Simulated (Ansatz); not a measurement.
Results of LDA in Ansatz (plane waves, PAW) for tetradymite Sb₂Te₃.

Run with plane-wave cutoff 500 eV, 10×10×10 k mesh, Fermi–Dirac smearing 0.05 eV, scalar-relativistic PAW data made under PBE.

Computed at the level's own relaxed cell.

Question: Predict the volume per atom, lattice constant a and lattice parameter c.

Answer: 
- volume per atom: 30.72 Å³/atom
- lattice constant a: 4.250 Å
- lattice parameter c: 29.462 Å

Measured, for comparison: lattice constant a 4.264 Å (302 K, not corrected to a static lattice, our sources range from 4.256 to 4.264; as tabulated in Anderson, Krause, Acta Cryst. B 30, 1307 (1974), by the American Mineralogist …); lattice parameter c 30.458 Å (302 K, not corrected to a static lattice, our sources range from 30.363 to 30.458; as tabulated in Anderson, Krause, Acta Cryst. B 30, 1307 (1974), by the American Mineralogist …). Computed (rounded) less measured: lattice constant a -0.3 % (-0.1 % to -0.3 % over the range), lattice parameter c -3.3 % (-3.0 % to -3.3 % over the range). A static lattice is as a rule a little smaller and stiffer than an uncorrected measurement, which narrows the difference in the lattice constant a and would widen misses of the other sign.

Spin–orbit coupling is not included.

Static lattice: no zero-point or thermal effects.

It cost very roughly 7 core-minutes of CPU time.

Ansatz is an electronic-structure program.
